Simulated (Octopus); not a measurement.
# Ge: equation of state with PBEsol

Crystal: Ge.

```xyz
2
Lattice="0.0000 2.8289 2.8289 2.8289 0.0000 2.8289 2.8289 2.8289 0.0000" Properties=species:S:1:pos:R:3 pbc="T T T"
Ge    4.2434    4.2434    4.2434
Ge    2.8289    2.8289    2.8289
```

```json
{
  "Program": "Octopus 16.4",
  "Task": "equation of state",
  "Functional": "PBEsol",
  "Potentials or basis": "pseudodojo_pbesol (PseudoDojo 0.4, PBEsol)",
  "k mesh": "8 × 8 × 8",
  "Occupations": "fermi-dirac, width 0.05 eV",
  "Spin": "no spin polarisation"
}
```

| Quantity | Value |
| --- | --- |
| Equilibrium volume | 22.26 Å³/atom (rough: see the caveat) |
| Bulk modulus | 68 GPa (rough) |

Energy against volume, from the lowest point:
```tsv
volume (Å³/atom)	energy (meV/atom)
21.281	12.51
21.733	3.60
22.186	0.00
22.639	2.10
23.092	5.25
23.545	10.42
23.997	15.88
```

All runs of the series together: 34 min on 1 thread of Arm Neoverse V1, with other jobs on the host.

Caveat: the fit is doubtful: noisy points or a state that changes with volume; the number of grid points is fixed, so the spacing changes with the cell, which shifts volumes and moduli.
